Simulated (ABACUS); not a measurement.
Runs of ABACUS 3.10.1 on Ge. Symmetry: Fd-3m, No. 227, cubic system. The conventional cell has a = 5.658 Å, b = 5.658 Å, c = 5.658 Å, α = 90.00°, β = 90.00°, γ = 90.00°. Ge (site symmetry -43m) is surrounded by 4 Ge at 2.45 Å. 

```csv
cell,gap on the mesh (eV),pressure (GPa),largest force (eV/Å)
cell strained by -0.06 along c,none,10.9,0.85
cell strained by +0.06 along c,none,(b),0.52
as given,0.16,4.6,-
cell strained by +0.03 along c,none,2.6,0.29
cell strained by -0.03 along c,0.10,7.3,(a)
```

Alike in all rows: task single point; level PBE; potentials or basis PseudoDojo NC SR 0.4.1 PBE standard, DZP LCAO (the cutoffs set its grid); no spin polarisation; k mesh 6 × 6 × 6; cutoff (eV) 1361; smearing fermi-dirac 0.05 eV.

Estimate the missing entries.

(a) 0.37; (b) 0.9.

Caveats: the atomic orbitals were generated for these runs and aren't a published set; the basis of atomic orbitals isn't converged, which shifts pressures, moduli and gaps.

A k mesh can miss the band edges, and the runs leave out spin-orbit coupling on Ge.

A gap of «none» marks a metal or a gap under the smearing width.
